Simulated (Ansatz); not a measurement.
## TaN under strain — ¹⁸¹Ta nuclear quadrupole resonance

Cell: an entry of the Crystallography Open Database (COD), relaxed with PBE at fixed cell and then changed (z compressed by 2 %, ions relaxed).

```yaml
crystal:
  lattice:
    - [2.93800, 0.00000, 0.00000]
    - [-1.46900, 2.54438, 0.00000]
    - [0.00000, 0.00000, 2.82534]
  atoms:
    - { symbol: Ta, position: [0.33333, 0.66667, 0.50000] }
    - { symbol: N, position: [0.00000, 0.00000, 0.00000] }
```

Sites (sets of like atoms) are named by element and the number of their first atom in this list.

All values are calculated (Ansatz; DFT, PBE, plane waves and PAW, scalar-relativistic, collinear spin, 420 eV cutoff, Γ-centred 18×18×16 k-points, Fermi–Dirac smearing 0.05 eV), not measured. Start moments as typed (μB): 2 on each Ta, none on the rest.

¹⁸¹Ta: I = 7/2, Q = 3170 mb (year-2017 value). Static lattice, zero field.

Question: The simulated lines lie at 19.1, 38.2, 57.3 MHz. What are |C_Q|, η and |V_zz| at Ta?

Answer: For I = 7/2 and η = 0 the lines are |C_Q|/14 times 1, 2 and 3; η shifts the lowest up most. Here |C_Q| = 267 MHz, η = 0.00 and |V_zz| = 3.49 × 10²¹ V/m². The calculation gives V_zz positive; the lines don't show the sign. The site has 6 N at 2.21 Å.

An axis of threefold or higher order runs through Ta, so V_zz lies along it and η is zero.

The run finds no gap above 0.1 eV (a metal, or nearly one), so the gradients can move by 10 % or more with the k-mesh. Without spin–orbit coupling the gradients at and beside Ta can be off by some per cent, at some sites by more. With these PAW files V_zz is typically within 2 to 3 % of all-electron values, but misses above 10 % occur on Ta. Semilocal functionals make gaps too small and can close them, so the real compound need not be a metal. At this changed cell the PBE pressure is 13 GPa. The start moments die out, and the run ends without spin.
